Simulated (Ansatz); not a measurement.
## Equation of state of Cu under rPW86-PBE+rVV10

The structure is cubic, space group Fm-3m (No. 225). Conventional cell: a = 3.615 Å, b = 3.615 Å, c = 3.615 Å, α = 90.00°, β = 90.00°, γ = 90.00°. Cu (site symmetry m-3m) has 12 Cu at 2.56 Å as nearest neighbours.

The cell was scaled at fixed shape and fractions and run with Ansatz, Ansatz PAW, cutoff 420 eV; rPW86-PBE+rVV10, k mesh 13 × 13 × 13 on the cell of 1 atom, fermi-dirac occupations of 0.05 eV, no spin polarisation, no spin-orbit coupling. The potentials were made for PBE. Energies are those that the program minimises, any entropy of the smearing included. For a metal such a mesh isn't converged to the digits shown.

```csv
V (Å³/atom),energy over the lowest row (meV/atom)
11.1018,44.13
11.3380,24.88
11.5742,?
11.8104,3.42
12.0466,0.00
12.2828,0.75
12.5190,5.23
```

Task: Fit the third-order Birch-Murnaghan form, give V0, B0 and B′, and predict the energy left open.

Result: With y = (V0/V)^(2/3), E = E0 + (9 V0 B0/16) [(y - 1)³ B′ + (y - 1)² (6 - 4y)]. Least squares through the rows shown give V0 = 12.1189 Å³/atom, E0 = -0.19 meV, B0 = 140.2 GPa (1 eV/Å³ = 160.218 GPa) and B′ = 4.87, with a largest miss of 0.02 meV. At V = 11.5742 the form with these constants gives 11.53 meV; the run gave 11.52 meV an atom. Measured volume: 11.81 Å³/atom at 298 K (pmc:10490242, doi:10.3390/nano13172448), so the fit lies +2.6 % from it. Measured modulus: 139 GPa (pmc:10161880, doi:10.1107/S160057752300108X), so the fit lies +0.9 % from it. The runs are for a static lattice.
